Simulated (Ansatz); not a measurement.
A plane-wave DFT run in Ansatz 0.2.0 (scalar-relativistic PAW potentials unless the input names others): input and command.

```yaml
crystal:
  lattice:
    - [3.7097352756, -3.7097352756, 0.0]
    - [3.7097352756, 3.7097352756, 0.0]
    - [-3.7097352756, 0.0, 4.5711281958]
  atoms:
    - { symbol: H, position: [0.4526303525, 0.4370672401, 0.905260705] }
    - { symbol: H, position: [0.208945536, 0.708945536, 0.417891072] }
    - { symbol: H, position: [0.958945536, 0.958945536, 0.917891072] }
    - { symbol: H, position: [0.708945536, 0.208945536, 0.417891072] }
    - { symbol: H, position: [0.041054464, 0.041054464, 0.082108928] }
    - { symbol: H, position: [0.791054464, 0.291054464, 0.582108928] }
    - { symbol: H, position: [0.541054464, 0.541054464, 0.082108928] }
    - { symbol: H, position: [0.291054464, 0.791054464, 0.582108928] }
basis:
  ecutwfc: 420
kpoints:
  mp_grid: { grid: [3, 3, 3] }
hamiltonian:
  xc: pbe
  pseudopotentials: { kind: paw_fr }
scf:
  occupations: { method: gaussian, width: 0.05 }
output:
  forces: true
  eigenvalues: true
  stress: true
magnetization:
  noncollinear: true
  spin_orbit: true
```

```bash
ansatz run input.yaml --threads 1 --pin off --max-ram 2560MiB --backend cpu --events-out ev --progress --plain --runs-dir out
```

Abridged log:
```
Basis set: ecut = 420 eV, 2463 PW (Γ), exchange–correlation on 72×72×80 points (8 copies of the dense FFT grid, shifted against one another)
Bands: 24, of which v1, the nominal top of the filled ones, is band 8 counted from 1 (7 counted from 0)
Symmetry: 2 space group operations + 2 with time reversal
k-points: 10 of 27 (time reversal used)
SCF iter   1: F=—  HF=-129.231940 eV  |F-HF|=—  |Δ(HF+E_count)|=         —  Δρ=7.53e-2  dr2=5.66e0  dr2_m=0.00e0 (ungated) ethr=3.10e-3  |M|=0.00e0 ∫|m|=0.00e0 μB  |m|>n=0.0e0 m-floor=0.0e0 τ_xc=0.0e0  β_m=0.30  ⟨swp⟩=6.1  Hψ=1238  notcnv=0
SCF iter   2: F=—  HF=-127.910921 eV  |F-HF|=—  |Δ(HF+E_count)|=    1.32e0  Δρ=4.70e-2  dr2=2.23e0  dr2_m=0.00e0 (ungated) ethr=3.10e-3  |M|=0.00e0 ∫|m|=0.00e0 μB  |m|>n=0.0e0 m-floor=0.0e0 τ_xc=0.0e0  β_m=0.55  ⟨swp⟩=2.0  Hψ=452  notcnv=0  defer=94
SCF iter   3: F=—  HF=-126.991726 eV  |F-HF|=—  |Δ(HF+E_count)|=   9.19e-1  Δρ=2.72e-3  dr2=5.80e-3  dr2_m=0.00e0 (ungated) ethr=3.10e-3  |M|=0.00e0 ∫|m|=0.00e0 μB  |m|>n=0.0e0 m-floor=0.0e0 τ_xc=0.0e0  β_m=0.78  ⟨swp⟩=2.1  Hψ=296  notcnv=0  defer=94
SCF iter   4: F=—  HF=-126.988718 eV  |F-HF|=—  |Δ(HF+E_count)|=   3.01e-3  Δρ=2.58e-4  dr2=5.62e-5  dr2_m=0.00e0 (ungated) ethr=7.26e-5  |M|=0.00e0 ∫|m|=0.00e0 μB  |m|>n=0.0e0 m-floor=0.0e0 τ_xc=0.0e0  β_m=0.89  ⟨swp⟩=2.6  Hψ=300  notcnv=0  defer=94
SCF iter   5: F=—  HF=-126.988759 eV  |F-HF|=—  |Δ(HF+E_count)|=   4.08e-5  Δρ=7.58e-5  dr2=5.71e-6  dr2_m=0.00e0 (ungated) ethr=7.03e-7  |M|=0.00e0 ∫|m|=0.00e0 μB  |m|>n=0.0e0 m-floor=0.0e0 τ_xc=0.0e0  β_m=0.76  ⟨swp⟩=2.9  Hψ=290  notcnv=0  defer=94
SCF iter   6: F=—  HF=-126.988757 eV  |F-HF|=—  |Δ(HF+E_count)|=   1.98e-6  Δρ=1.50e-5  dr2=2.25e-7  dr2_m=0.00e0 (ungated) ethr=7.13e-8  |M|=0.00e0 ∫|m|=0.00e0 μB  |m|>n=0.0e0 m-floor=0.0e0 τ_xc=0.0e0  β_m=0.81  ⟨swp⟩=2.4  Hψ=226  notcnv=0  defer=94
SCF iter   7: F=-126.988757 eV  HF=-126.988757 eV  |F-HF|=3.27e-10  |Δ(HF+E_count)|=   9.01e-8  Δρ=9.54e-7  dr2=9.99e-10  dr2_m=0.00e0 (ungated) ethr=1.25e-9  |M|=0.00e0 ∫|m|=0.00e0 μB  |m|>n=0.0e0 m-floor=0.0e0 τ_xc=0.0e0  ⟨swp⟩=10.1  Hψ=1390  notcnv=0
SCF 1 converged in 7 iterations: F = -126.988757 eV  dr2 = 9.99e-10
SCF converged after 7 iterations
Magnetization: |M| = 0.0000 μB, M = (+0.0000, +0.0000, +0.0000) μB
Absolute magnetization: 0.0000 μB (∫|m|)
  site 0: m = (+0.0000, +0.0000, +0.0000) μB, |m| = 0.0000 μB  (R = 0.34 Å)
  site 1: m = (+0.0000, +0.0000, +0.0000) μB, |m| = 0.0000 μB  (R = 0.31 Å)
  site 2: m = (+0.0000, +0.0000, +0.0000) μB, |m| = 0.0000 μB  (R = 0.31 Å)
  site 3: m = (+0.0000, +0.0000, +0.0000) μB, |m| = 0.0000 μB  (R = 0.31 Å)
  site 4: m = (+0.0000, +0.0000, +0.0000) μB, |m| = 0.0000 μB  (R = 0.31 Å)
  site 5: m = (+0.0000, +0.0000, +0.0000) μB, |m| = 0.0000 μB  (R = 0.31 Å)
  site 6: m = (+0.0000, +0.0000, +0.0000) μB, |m| = 0.0000 μB  (R = 0.34 Å)
  site 7: m = (+0.0000, +0.0000, +0.0000) μB, |m| = 0.0000 μB  (R = 0.31 Å)
Free energy (F): -126.988757 eV
Harris-Foulkes:  -126.988757 eV  (|F-HF|=3.27e-10)
Internal energy: -126.988757 eV  (E = F + TS)
E sigma→0 (E₀):  -126.988757 eV
Fermi energy:    -3.889001 eV
--- Forces (eV/Å), atoms counted from 1 ---
  atom   1  H      0.12658709     0.12658709     1.74994371
  atom   2  H      0.00059722     0.00059722    -0.00470557
  atom   3  H     -0.00085768    -0.00085768    -0.00162622
  atom   4  H      0.00061360     0.00061360    -0.00462270
  atom   5  H      0.00042158     0.00042158     0.00168022
  atom   6  H     -0.00083170    -0.00083170     0.00381467
  atom   7  H     -0.12528437    -0.12528437    -1.74827608
  atom   8  H     -0.00125295    -0.00125295     0.00380318
--- Stress (GPa, compression-positive) ---
        0.005312      -0.009110      -0.130173
       -0.009110       0.005312      -0.130173
       -0.130173      -0.130173      -1.771169
  P = ⅓ Tr σ = -0.5868 GPa (-5.868 kbar)
```

Apart from outputs and empty bands, the input differs from a reference run on usual settings in hamiltonian.pseudopotentials: not typed → {"kind": "paw_fr"}; magnetization: not typed → {"noncollinear": true, "spin_orbit": true}; kpoints.mp_grid.grid: [6, 6, 6] → [3, 3, 3]. The reference, at the same geometry (not necessarily relaxed), gave pressure -0.59 GPa, largest force 1.760 eV/Å, gap on the mesh 9.00 eV. This run converged in 7 SCF iterations (reference: 6) with a total energy on another zero (with these potentials totals step by a constant when spin–orbit coupling is switched, so their difference is no spin–orbit energy), pressure -0.59 GPa, largest force 1.759 eV/Å, gap on the mesh 9.27 eV. Its k mesh is looser than usual, yet energy, pressure and forces hardly moved.

Time: 5 s on 1 thread of Arm Neoverse V1, on a shared host, peak memory 0.37 GiB.